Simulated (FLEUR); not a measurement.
# TiAl3 (Pmm2) in FLEUR: further runs

Runs on TiAl3. Level: r2SCAN. Tasks: band structure, equation of state.

Everything below comes from runs of FLEUR MaX-R8.1 (later development tree). Logs are shortened: lines on timing, memory, paths and dates and some standing lists are left out, and cuts for length are marked.

### 1 Starting point

The structure is orthorhombic, space group Pmm2 (No. 25). Conventional cell: a = 2.840 Å, b = 4.681 Å, c = 4.901 Å, α = 90.00°, β = 90.00°, γ = 90.00°. Ti (site symmetry mm2) has 10 Al at 2.83 to 2.85 Å and 2 Ti at 2.84 Å as nearest neighbours. Al (site symmetry mm2) is surrounded by 10 Al at 2.81 to 2.86 Å and 2 Ti at 2.85 Å. Al (site symmetry mm2) has 8 Al at 2.81 to 2.86 Å and 4 Ti at 2.85 Å as nearest neighbours. Al (site symmetry mm2) is surrounded by 4 Ti at 2.83 to 2.84 Å and 8 Al at 2.84 to 2.86 Å.

The cell comes from a database or a generator and needn't be the stable form of this composition.

### 2 Band structure, r2SCAN

Contents of inp.xml:

```xml
<?xml version="1.0" encoding="UTF-8" standalone="no"?>
<fleurInput fleurInputVersion="0.39">
   <comment>
      TiAl3                                                                                               
   </comment>
   <calculationSetup>
      <cutoffs Kmax="4.1" Gmax="12.7" GmaxXC="12.7" numbands="0"/>
      <scfLoop itmax="80" minDistance="0.0001" maxIterBroyd="30" imix="Anderson" alpha="0.05" precondParam="0.0" spinf="2.0" sdNocoIR="T"/>
      <coreElectrons ctail="F" frcor="F" kcrel="0" coretail_lmax="0"/>
      <xcFunctional name="LibXC" relativisticCorrections="F">
         <LibXCName exchange="mgga_x_r2scan" correlation="mgga_c_r2scan"/>
         <AuxGGA exchange="117" correlation="130"/>
      </xcFunctional>
      <magnetism jspins="1"/>
      <soc l_soc="F" theta="0.0" phi="0.0" spav="F"/>
      <expertModes spex="0" secvar="F"/>
      <geometryOptimization l_f="F" forcealpha="1.0" forcemix="BFGS" epsdisp="0.00001" epsforce="0.00001"/>
      <ldaU l_linMix="F" mixParam="0.05" spinf="1.0"/>
   </calculationSetup>
   <cell>
      <bzIntegration valenceElectrons="45.0" mode="hist" fermiSmearingEnergy="0.00183747">
         <kPointListSelection listName="default-1"/>
         <!-- k-points included here -->
         <xi:include xmlns:xi="http://www.w3.org/2001/XInclude" href="kpts.xml"> </xi:include>
      </bzIntegration>
      <!-- symmetry operations included here -->
[... 42 lines left out ...]
   <atomGroups>
      <atomGroup species="Titanium (Ti)">
         <relPos label="                   1">.0000000000 1.000/2.000 .1659160000</relPos>
         <force calculate="T" relaxXYZ="TTT"/>
      </atomGroup>
      <atomGroup species="Aluminum (Al)">
         <relPos label="                   2">.0000000000 .0000000000 -.1641000000</relPos>
         <force calculate="T" relaxXYZ="TTT"/>
      </atomGroup>
      <atomGroup species="Aluminum (Al)">
         <relPos label="                   3">1.000/2.000 .0000000000 .3309120000</relPos>
         <force calculate="T" relaxXYZ="TTT"/>
      </atomGroup>
      <atomGroup species="Aluminum (Al)">
         <relPos label="                   4">1.000/2.000 1.000/2.000 -.3327290000</relPos>
         <force calculate="T" relaxXYZ="TTT"/>
      </atomGroup>
   </atomGroups>
   <output dos="F" band="F" slice="F">
      <checks vchk="F" cdinf="F"/>
      <bandDOS minEnergy="-.5*Htr" maxEnergy="0.5*Htr" sigma="0.015" storeEVData="T"/>
      <vacuumDOS vacdos="F" integ="F" star="F" nstars="0" locx1="0.0" locy1="0.0" locx2="0.0" locy2="0.0" nstm="0" tworkf="0.0"/>
      <unfoldingBand unfoldBand="F" supercellX="1" supercellY="1" supercellZ="1"/>
      <plotting iplot="0" polar="F">
         <plot TwoD="T" vec1="  1.0  0.0  0.0" vec2="  0.0  1.0  0.0" vec3="  0.0  0.0  1.0" zero="  0.0  0.0  0.0" file="plot"/>
      </plotting>
      <chargeDensitySlicing numkpt="0" minEigenval="0.0" maxEigenval="0.0" nnne="0" pallst="F"/>
      <specialOutput eonly="F"/>
      <moessbauerParams electricFieldGradient="T" isomerShift="T" coreHyperfine="T" valenceHyperfine="T"/>
      <magneticCircularDichroism mcd="F" energyLo="-10.0" energyUp="0.0"/>
   </output>
  <!-- We include the file relax.xml here to enable relaxations (see documentation) -->
  <xi:include xmlns:xi="http://www.w3.org/2001/XInclude" href="relax.xml"> <xi:fallback/> </xi:include>
</fleurInput>
```

Contents of crystal.txt:

```
TiAl3
&input cartesian=F /
2.8396770000  0.0000000000  0.0000000000
0.0000000000  4.6812640000  0.0000000000
0.0000000000  0.0000000000  4.9007420000
1.8897261246
1.0 1.0 1.0

4
22 0.0000000000  0.5000000000  0.1659160000
13 0.0000000000  0.0000000000  0.8359000000
13 0.5000000000  0.0000000000  0.3309120000
13 0.5000000000  0.5000000000  0.6672710000

&kpt div1=9 div2=6 div3=6 gamma=T /
```

Contents of inp.xml (bands):

```
<?xml version="1.0" encoding="UTF-8" standalone="no"?>
<fleurInput fleurInputVersion="0.39">
   <comment>
      TiAl3                                                                                               
   </comment>
   <calculationSetup>
      <cutoffs Kmax="4.1" Gmax="12.7" GmaxXC="12.7" numbands="0"/>
      <scfLoop itmax="80" minDistance="0.0001" maxIterBroyd="30" imix="Anderson" alpha="0.05" precondParam="0.0" spinf="2.0" sdNocoIR="T"/>
      <coreElectrons ctail="F" frcor="F" kcrel="0" coretail_lmax="0"/>
      <xcFunctional name="LibXC" relativisticCorrections="F">
         <LibXCName exchange="mgga_x_r2scan" correlation="mgga_c_r2scan"/>
         <AuxGGA exchange="117" correlation="130"/>
      </xcFunctional>
      <magnetism jspins="1"/>
      <soc l_soc="F" theta="0.0" phi="0.0" spav="F"/>
      <expertModes spex="0" secvar="F"/>
      <geometryOptimization l_f="F" forcealpha="1.0" forcemix="BFGS" epsdisp="0.00001" epsforce="0.00001"/>
      <ldaU l_linMix="F" mixParam="0.05" spinf="1.0"/>
   </calculationSetup>
   <cell>
      <bzIntegration valenceElectrons="45.0" mode="hist" fermiSmearingEnergy="0.00183747">
         <kPointListSelection listName="path-1"/>
         <!-- k-points included here -->
         <xi:include xmlns:xi="http://www.w3.org/2001/XInclude" href="kpts.xml"> </xi:include>
      </bzIntegration>
      <!-- symmetry operations included here -->
[... 41 lines left out ...]
   </atomSpecies>
   <atomGroups>
      <atomGroup species="Titanium (Ti)">
         <relPos label="                   1">.0000000000 1.000/2.000 .1659160000</relPos>
         <force calculate="T" relaxXYZ="TTT"/>
      </atomGroup>
      <atomGroup species="Aluminum (Al)">
         <relPos label="                   2">.0000000000 .0000000000 -.1641000000</relPos>
         <force calculate="T" relaxXYZ="TTT"/>
      </atomGroup>
      <atomGroup species="Aluminum (Al)">
         <relPos label="                   3">1.000/2.000 .0000000000 .3309120000</relPos>
         <force calculate="T" relaxXYZ="TTT"/>
      </atomGroup>
      <atomGroup species="Aluminum (Al)">
         <relPos label="                   4">1.000/2.000 1.000/2.000 -.3327290000</relPos>
         <force calculate="T" relaxXYZ="TTT"/>
      </atomGroup>
   </atomGroups>
   <output dos="F" band="T" slice="F">
      <checks vchk="F" cdinf="F"/>
      <bandDOS minEnergy="-.5*Htr" maxEnergy="0.5*Htr" sigma="0.015" storeEVData="T"/>
      <vacuumDOS vacdos="F" integ="F" star="F" nstars="0" locx1="0.0" locy1="0.0" locx2="0.0" locy2="0.0" nstm="0" tworkf="0.0"/>
      <unfoldingBand unfoldBand="F" supercellX="1" supercellY="1" supercellZ="1"/>
      <plotting iplot="0" polar="F">
         <plot TwoD="T" vec1="  1.0  0.0  0.0" vec2="  0.0  1.0  0.0" vec3="  0.0  0.0  1.0" zero="  0.0  0.0  0.0" file="plot"/>
      </plotting>
      <chargeDensitySlicing numkpt="0" minEigenval="0.0" maxEigenval="0.0" nnne="0" pallst="F"/>
      <specialOutput eonly="F"/>
      <moessbauerParams electricFieldGradient="T" isomerShift="T" coreHyperfine="T" valenceHyperfine="T"/>
      <magneticCircularDichroism mcd="F" energyLo="-10.0" energyUp="0.0"/>
   </output>
  <!-- We include the file relax.xml here to enable relaxations (see documentation) -->
  <xi:include xmlns:xi="http://www.w3.org/2001/XInclude" href="relax.xml"> <xi:fallback/> </xi:include>
</fleurInput>
```

Potentials or basis: all-electron, FLAPW.

On the command line:

```console
$ inpgen -f crystal.txt -profile fastHighL
$ # inp.xml edited to the form shown
$ fleur_MPI
$ fleur_MPI   # second run, on inp.xml (bands)
```

The log of the run:

```text
Welcome to FLEUR        (www.flapw.de)
      MaX-Release 8.1          (www.max-centre.eu)
 func_ids         498         497         498         497
 MetaGGA potential functional detected - V_tau will be computed
 Auxiliary Potential for radial basis: exchange=         117  correlation=         130
The functional 'Re-regularized SCAN exchange by Furness et al' is an exchange functional, it belongs to the 'MGGA' family and is defined in the reference(s):
[1] J. W. Furness, A. D. Kaplan, J. Ning, J. P. Perdew, and J. Sun.,  J. Phys. Chem. Lett. 11, 8208-8215 (2020)
[2] J. W. Furness, A. D. Kaplan, J. Ning, J. P. Perdew, and J. Sun.,  J. Phys. Chem. Lett. 11, 9248-9248 (2020)
The functional 'Re-regularized SCAN correlation by Furness et al' is a correlation functional, it belongs to the 'MGGA' family and is defined in the reference(s):
[1] J. W. Furness, A. D. Kaplan, J. Ning, J. P. Perdew, and J. Sun.,  J. Phys. Chem. Lett. 11, 8208-8215 (2020)
[2] J. W. Furness, A. D. Kaplan, J. Ning, J. P. Perdew, and J. Sun.,  J. Phys. Chem. Lett. 11, 9248-9248 (2020)
 Using same functional for VXC and EXC

 ========== k-point set info ==========
 Selected k-point list: default-1
 k-point list type: mesh
 9 x 6 x 6
 Number of k points: 80

 ------------Calculation Setup---------------------------
 Number of MPI-tasks      :            1
 Number of PE/node        :            1
 Number of OMP-threads    :            1
 Most efficient MPI parallelization for:
           1           2           4           5           8          10          16          20          40          80
 Additional eigenvalue parallelization possible
 Number of basis functions:          672
 Approximate size of matrices (H+S) per k-point:         0.013 GB
 --------------------------------------------------------
The functional 'Hammer, Hansen, and Norskov' is an exchange functional, it belongs to the 'GGA' family and is defined in the reference(s):
[1] B. Hammer, L. B. Hansen, and J. K. Nørskov.,  Phys. Rev. B 59, 7413 (1999)
The functional 'Perdew, Burke & Ernzerhof' is a correlation functional, it belongs to the 'GGA' family and is defined in the reference(s):
[1] J. P. Perdew, K. Burke, and M. Ernzerhof.,  Phys. Rev. Lett. 77, 3865 (1996)
[2] J. P. Perdew, K. Burke, and M. Ernzerhof.,  Phys. Rev. Lett. 78, 1396 (1997)
 Using same functional for VXC and EXC
 Using auxiliary GGA potential for the first iteration of MetaGGA calculation.
 Reset of history
 Reset of history
 Iteration:     1   Distance:      13.45579297 me/bohr^3
The functional 'Hammer, Hansen, and Norskov' is an exchange functional, it belongs to the 'GGA' family and is defined in the reference(s):
[1] B. Hammer, L. B. Hansen, and J. K. Nørskov.,  Phys. Rev. B 59, 7413 (1999)
The functional 'Perdew, Burke & Ernzerhof' is a correlation functional, it belongs to the 'GGA' family and is defined in the reference(s):
[1] J. P. Perdew, K. Burke, and M. Ernzerhof.,  Phys. Rev. Lett. 77, 3865 (1996)
[2] J. P. Perdew, K. Burke, and M. Ernzerhof.,  Phys. Rev. Lett. 78, 1396 (1997)
 Using same functional for VXC and EXC
 Iteration:     2   Distance:      12.87387703 me/bohr^3
The functional 'Hammer, Hansen, and Norskov' is an exchange functional, it belongs to the 'GGA' family and is defined in the reference(s):
[1] B. Hammer, L. B. Hansen, and J. K. Nørskov.,  Phys. Rev. B 59, 7413 (1999)
The functional 'Perdew, Burke & Ernzerhof' is a correlation functional, it belongs to the 'GGA' family and is defined in the reference(s):
[1] J. P. Perdew, K. Burke, and M. Ernzerhof.,  Phys. Rev. Lett. 77, 3865 (1996)
[2] J. P. Perdew, K. Burke, and M. Ernzerhof.,  Phys. Rev. Lett. 78, 1396 (1997)
 Using same functional for VXC and EXC
 Iteration:     3   Distance:      12.20575391 me/bohr^3
The functional 'Hammer, Hansen, and Norskov' is an exchange functional, it belongs to the 'GGA' family and is defined in the reference(s):
[1] B. Hammer, L. B. Hansen, and J. K. Nørskov.,  Phys. Rev. B 59, 7413 (1999)
[... 1 lines left out ...]
[1] J. P. Perdew, K. Burke, and M. Ernzerhof.,  Phys. Rev. Lett. 77, 3865 (1996)
[2] J. P. Perdew, K. Burke, and M. Ernzerhof.,  Phys. Rev. Lett. 78, 1396 (1997)
 Using same functional for VXC and EXC
 Iteration:     4   Distance:       3.89308293 me/bohr^3
The functional 'Hammer, Hansen, and Norskov' is an exchange functional, it belongs to the 'GGA' family and is defined in the reference(s):
[1] B. Hammer, L. B. Hansen, and J. K. Nørskov.,  Phys. Rev. B 59, 7413 (1999)
The functional 'Perdew, Burke & Ernzerhof' is a correlation functional, it belongs to the 'GGA' family and is defined in the reference(s):
[1] J. P. Perdew, K. Burke, and M. Ernzerhof.,  Phys. Rev. Lett. 77, 3865 (1996)
[2] J. P. Perdew, K. Burke, and M. Ernzerhof.,  Phys. Rev. Lett. 78, 1396 (1997)
 Using same functional for VXC and EXC
 Iteration:     5   Distance:       2.06012128 me/bohr^3
The functional 'Hammer, Hansen, and Norskov' is an exchange functional, it belongs to the 'GGA' family and is defined in the reference(s):
[1] B. Hammer, L. B. Hansen, and J. K. Nørskov.,  Phys. Rev. B 59, 7413 (1999)
The functional 'Perdew, Burke & Ernzerhof' is a correlation functional, it belongs to the 'GGA' family and is defined in the reference(s):
[1] J. P. Perdew, K. Burke, and M. Ernzerhof.,  Phys. Rev. Lett. 77, 3865 (1996)
[2] J. P. Perdew, K. Burke, and M. Ernzerhof.,  Phys. Rev. Lett. 78, 1396 (1997)
 Using same functional for VXC and EXC
 Iteration:     6   Distance:       1.73439856 me/bohr^3
The functional 'Hammer, Hansen, and Norskov' is an exchange functional, it belongs to the 'GGA' family and is defined in the reference(s):
[1] B. Hammer, L. B. Hansen, and J. K. Nørskov.,  Phys. Rev. B 59, 7413 (1999)
The functional 'Perdew, Burke & Ernzerhof' is a correlation functional, it belongs to the 'GGA' family and is defined in the reference(s):
[1] J. P. Perdew, K. Burke, and M. Ernzerhof.,  Phys. Rev. Lett. 77, 3865 (1996)
[2] J. P. Perdew, K. Burke, and M. Ernzerhof.,  Phys. Rev. Lett. 78, 1396 (1997)
 Using same functional for VXC and EXC
[... 54 lines left out ...]
[2] J. P. Perdew, K. Burke, and M. Ernzerhof.,  Phys. Rev. Lett. 78, 1396 (1997)
 Using same functional for VXC and EXC
 Iteration:    15   Distance:       0.00255778 me/bohr^3
The functional 'Hammer, Hansen, and Norskov' is an exchange functional, it belongs to the 'GGA' family and is defined in the reference(s):
[1] B. Hammer, L. B. Hansen, and J. K. Nørskov.,  Phys. Rev. B 59, 7413 (1999)
The functional 'Perdew, Burke & Ernzerhof' is a correlation functional, it belongs to the 'GGA' family and is defined in the reference(s):
[1] J. P. Perdew, K. Burke, and M. Ernzerhof.,  Phys. Rev. Lett. 77, 3865 (1996)
[2] J. P. Perdew, K. Burke, and M. Ernzerhof.,  Phys. Rev. Lett. 78, 1396 (1997)
 Using same functional for VXC and EXC
 Iteration:    16   Distance:       0.00140007 me/bohr^3
The functional 'Hammer, Hansen, and Norskov' is an exchange functional, it belongs to the 'GGA' family and is defined in the reference(s):
[1] B. Hammer, L. B. Hansen, and J. K. Nørskov.,  Phys. Rev. B 59, 7413 (1999)
The functional 'Perdew, Burke & Ernzerhof' is a correlation functional, it belongs to the 'GGA' family and is defined in the reference(s):
[1] J. P. Perdew, K. Burke, and M. Ernzerhof.,  Phys. Rev. Lett. 77, 3865 (1996)
[2] J. P. Perdew, K. Burke, and M. Ernzerhof.,  Phys. Rev. Lett. 78, 1396 (1997)
 Using same functional for VXC and EXC
 Iteration:    17   Distance:       0.00030549 me/bohr^3
The functional 'Hammer, Hansen, and Norskov' is an exchange functional, it belongs to the 'GGA' family and is defined in the reference(s):
[1] B. Hammer, L. B. Hansen, and J. K. Nørskov.,  Phys. Rev. B 59, 7413 (1999)
The functional 'Perdew, Burke & Ernzerhof' is a correlation functional, it belongs to the 'GGA' family and is defined in the reference(s):
[1] J. P. Perdew, K. Burke, and M. Ernzerhof.,  Phys. Rev. Lett. 77, 3865 (1996)
[2] J. P. Perdew, K. Burke, and M. Ernzerhof.,  Phys. Rev. Lett. 78, 1396 (1997)
 Using same functional for VXC and EXC
 Iteration:    18   Distance:       0.00024631 me/bohr^3
The functional 'Hammer, Hansen, and Norskov' is an exchange functional, it belongs to the 'GGA' family and is defined in the reference(s):
[1] B. Hammer, L. B. Hansen, and J. K. Nørskov.,  Phys. Rev. B 59, 7413 (1999)
The functional 'Perdew, Burke & Ernzerhof' is a correlation functional, it belongs to the 'GGA' family and is defined in the reference(s):
[1] J. P. Perdew, K. Burke, and M. Ernzerhof.,  Phys. Rev. Lett. 77, 3865 (1996)
[2] J. P. Perdew, K. Burke, and M. Ernzerhof.,  Phys. Rev. Lett. 78, 1396 (1997)
 Using same functional for VXC and EXC
 Iteration:    19   Distance:       0.00003558 me/bohr^3

 ********************************************************************
 Run finished successfully
 Stop message:
   all done
 ********************************************************************
```

Run time: 12 min. Hardware: 1 thread of Arm Neoverse V1, shared host; peak memory 0.29 GiB.

What came out:

| Item | Value |
| --- | --- |
| Free energy | -43069.4340 eV |
| Band gap along the path | none (metal or under the smearing width) |
| Valence electrons inside the program's atomic spheres | Ti 10.55; Al 9.73, 9.78, 9.77 (radii Ti 2.49, Al 2.46 bohr) |

Levels at the corners of the path, in eV from the Fermi level:
```csv
point,band 19,band 20,band 21,band 22,band 23,band 24,band 25,band 26,band 27,band 28
Γ,-4.12,-3.85,-2.78,-0.81,-0.41,2.59,2.65,2.86,2.88,3.31
X,-2.25,-2.10,-1.84,0.42,0.64,0.71,1.38,1.64,2.51,2.81
S,-3.98,-3.52,-1.73,-0.49,-0.27,0.87,1.16,1.40,3.49,3.99
Y,-3.76,-3.27,-2.21,-1.66,-0.14,2.48,2.61,2.90,3.31,4.98
Γ,-4.12,-3.85,-2.78,-0.81,-0.41,2.59,2.65,2.86,2.88,3.31
Z,-3.69,-2.34,-2.18,-1.28,-0.31,2.44,2.48,2.66,3.41,4.39
U,-4.10,-3.71,-1.35,-0.20,-0.05,0.63,1.21,2.13,3.43,3.84
R,-3.65,-3.49,-3.08,-2.93,-1.01,-0.21,1.13,2.27,2.62,2.81
T,-7.49,-5.18,-0.18,0.00,0.86,2.51,2.51,3.92,5.36,5.57
Z,-3.69,-2.34,-2.18,-1.28,-0.31,2.44,2.48,2.66,3.41,4.39
Y,-3.76,-3.27,-2.21,-1.66,-0.14,2.48,2.61,2.90,3.31,4.98
T,-7.49,-5.18,-0.18,0.00,0.86,2.51,2.51,3.92,5.36,5.57
U,-4.10,-3.71,-1.35,-0.20,-0.05,0.63,1.21,2.13,3.43,3.84
X,-2.25,-2.10,-1.84,0.42,0.64,0.71,1.38,1.64,2.51,2.81
S,-3.98,-3.52,-1.73,-0.49,-0.27,0.87,1.16,1.40,3.49,3.99
R,-3.65,-3.49,-3.08,-2.93,-1.01,-0.21,1.13,2.27,2.62,2.81
```

Core levels (eV from the Fermi level):
```csv
atom,levels
1 Ti,"1s1/2 -4863.2, 2s1/2 -531.4, 2p1/2 -442.3, 2p3/2 -436.6"
2 Al,1s1/2 -1506.2
3 Al,1s1/2 -1505.8
4 Al,1s1/2 -1505.8
```

Caveat: the meta-GGA is that of a development version, with a GGA for the radial functions and cores and without core tails.

### 3 Equation of state, r2SCAN, 15.31 Å³/atom (volume scaled by 0.94)

Changes to inp.xml since step 2:

```diff
@@ -27,3 +27,3 @@
       <xi:include xmlns:xi="http://www.w3.org/2001/XInclude" href="sym.xml"> </xi:include>
-      <bulkLattice scale="1.0">
+      <bulkLattice scale="0.9795861087">
          <bravaisMatrix>
@@ -37,3 +37,3 @@
       <species name="Titanium (Ti)" element="Ti" atomicNumber="22">
-         <mtSphere radius="2.49" gridPoints="823" logIncrement="0.015"/>
+         <mtSphere radius="2.41" gridPoints="823" logIncrement="0.015"/>
          <atomicCutoffs lmax="10" lnonsphr="10"/>
@@ -53,3 +53,3 @@
       <species name="Aluminum (Al)" element="Al" atomicNumber="13">
-         <mtSphere radius="2.46" gridPoints="813" logIncrement="0.014"/>
+         <mtSphere radius="2.39" gridPoints="813" logIncrement="0.014"/>
          <atomicCutoffs lmax="10" lnonsphr="10"/>
```

Potentials or basis: all-electron, FLAPW.

On the command line:

```console
$ inpgen -f crystal.txt -profile fastHighL
$ # inp.xml edited to the form shown
$ fleur_MPI
```

It took 9.9 min on 1 thread of Arm Neoverse V1, shared host; peak memory 0.29 GiB.

The run converged. Its results:

```yaml
Free_energy: -43069.4030 eV
Band_gap_on_the_k_mesh: none (metal or under the smearing width)
Valence_electrons_inside_the_program's_atomic_spheres: Ti 10.46; Al 9.66, 9.71, 9.70 (radii Ti 2.41, Al 2.39 bohr)
```

Caveat: the meta-GGA is that of a development version, with a GGA for the radial functions and cores and without core tails.

### 4 Equation of state, r2SCAN, 15.64 Å³/atom (volume scaled by 0.96)

Changes to inp.xml since step 3:

```diff
@@ -27,3 +27,3 @@
       <xi:include xmlns:xi="http://www.w3.org/2001/XInclude" href="sym.xml"> </xi:include>
-      <bulkLattice scale="0.9795861087">
+      <bulkLattice scale="0.9864848297">
          <bravaisMatrix>
```

On the command line:

```console
$ inpgen -f crystal.txt -profile fastHighL
$ # inp.xml edited to the form shown
$ fleur_MPI
```

Run time: 11 min. Hardware: 1 thread of Arm Neoverse V1, shared host; peak memory 0.29 GiB.

Results (log left out):

```
Free energy                                           : -43069.4329 eV
Band gap on the k mesh                                : none (metal or under the smearing width)
Valence electrons inside the program's atomic spheres : Ti 10.43; Al 9.63, 9.68, 9.67 (radii Ti 2.41, Al 2.39 bohr)
```

Caveat: the meta-GGA is that of a development version, with a GGA for the radial functions and cores and without core tails.

(Continued in part 2 of 2.)
